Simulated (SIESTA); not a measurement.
Runs of SIESTA 5.4.2 on Nb. The structure is cubic, space group Im-3m (No. 229). Conventional cell: a = 3.328 Å, b = 3.328 Å, c = 3.328 Å, α = 90.00°, β = 90.00°, γ = 90.00°. Nb (site symmetry m-3m) is surrounded by 8 Nb at 2.88 Å. 

```tsv
task	level	potentials or basis	cell	k mesh	optimiser	force tolerance	stress tolerance (GPa)	energy shift	gap on the mesh (eV)	pressure (GPa)	V0 of scaled cells (Å³/atom)	B0 (GPa)
band structure	PBE	PseudoDojo 0.4 standard (PBE files), DZP (energy shift 0.003 Ry; two zetas on semicore shells)	as given	11 × 11 × 11	-	-	-	0.003 Ry	none	-0.7	-	-
relaxation of cell and atoms	PBEGcGxHEG	SG15 1.2 (PBE files) or PseudoDojo by element, TZDP (energy shift 0.002 Ry)	relaxed	8 × 8 × 8	Broyden	0.01 eV/Å	0.05	0.002 Ry	none	0.0	-	-
single point	PBE	PseudoDojo 0.4 standard (PBE files), DZP (energy shift 0.002 Ry; radii capped at 9.5 bohr)	as given	11 × 11 × 11	-	-	-	0.002 Ry	none	-1.7	-	-
equation of state	PBE	PseudoDojo 0.4 standard (PBE files), DZP (energy shift 0.003 Ry; two zetas on semicore shells)	as given	11 × 11 × 11	-	-	-	0.003 Ry	-	-	18.35	175
equation of state	PBE	PseudoDojo 0.4 standard (PBE files), DZP (energy shift 0.002 Ry; radii capped at 9.5 bohr)	as given	11 × 11 × 11	-	-	-	0.002 Ry	-	-	18.25	(a)
equation of state	PBEsol	PseudoDojo 0.4 standard (PBEsol files), DZP (energy shift 0.003 Ry; two zetas on semicore shells)	as given	11 × 11 × 11	-	-	-	0.003 Ry	-	-	17.76	(b)
band structure	LDA	PseudoDojo 0.4 standard (LDA files), DZP (energy shift 0.003 Ry; two zetas on semicore shells)	as given	11 × 11 × 11	-	-	-	0.003 Ry	none	(c)	-	-
band structure	PBEsol	PseudoDojo 0.4 standard (PBEsol files), DZP (energy shift 0.003 Ry; two zetas on semicore shells)	as given	11 × 11 × 11	-	-	-	0.003 Ry	none	-6.4	-	-
```

Alike in all rows: no spin polarisation; smearing fermi-dirac 0.05 eV; grid cutoff 800 Ry.

Task: Fill in the values left out.

Result: (a) 180; (b) 187; (c) -10.2.

Caveats: the basis of atomic orbitals isn't converged, which shifts pressures, moduli and gaps; semicore shells carry a single zeta, which can move pressures by several GPa and volumes by a few percent (some runs); the potentials were made for another functional, which shifts forces and pressure (some runs).

A k mesh can miss the band edges, and the runs leave out spin-orbit coupling on Nb.

A gap of «none» marks a metal or a gap under the smearing width.

Not every run made on this cell is shown here.
